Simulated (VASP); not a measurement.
Runs of VASP 6.6.1 on CsSnI3. Symmetry: Pm-3m, No. 221, cubic system. The conventional cell has a = 6.206 Å, b = 6.206 Å, c = 6.206 Å, α = 90.00°, β = 90.00°, γ = 90.00°. Cs (site symmetry m-3m) is surrounded by 12 I at 4.39 Å. I (site symmetry 4/mmm) has 2 Sn at 3.10 Å as nearest neighbours. Sn (site symmetry m-3m) is surrounded by 6 I at 3.10 Å. 

```tsv
level	gap on the mesh (eV)	pressure (GPa)	relaxed volume (Å³/atom)
RPBE+D4	0.38	0.0	48.35
RPBE	0.79	0.0	53.46
RPBE+D3(BJ)	(c)	0.0	37.50
RPBE+D3	(a)	0.0	(b)
```

Alike in all rows: task relaxation of cell and atoms; potentials or basis VASP PAW PBE potentials, release 64 (Cs_sv, I, Sn_d); no spin polarisation; cell relaxed; k mesh 4 × 4 × 4; cutoff (eV) 600; smearing fermi-dirac 0.05 eV.

Task: Estimate the missing entries.

Result: (a) 0.48; (b) 49.53; (c) none.

Caveats: the PAW data sets were made with another functional, which shifts forces and pressure a little; spin-orbit coupling is left out, which moves the levels of the heavy elements (some runs); the volume moved by over 15 % at a fixed basis, so the end points are rough (some runs); pairwise dispersion overbinds metals, which lowers pressure and volume (some runs).

A k mesh can miss the band edges, and the runs leave out spin-orbit coupling on Cs, I, Sn.
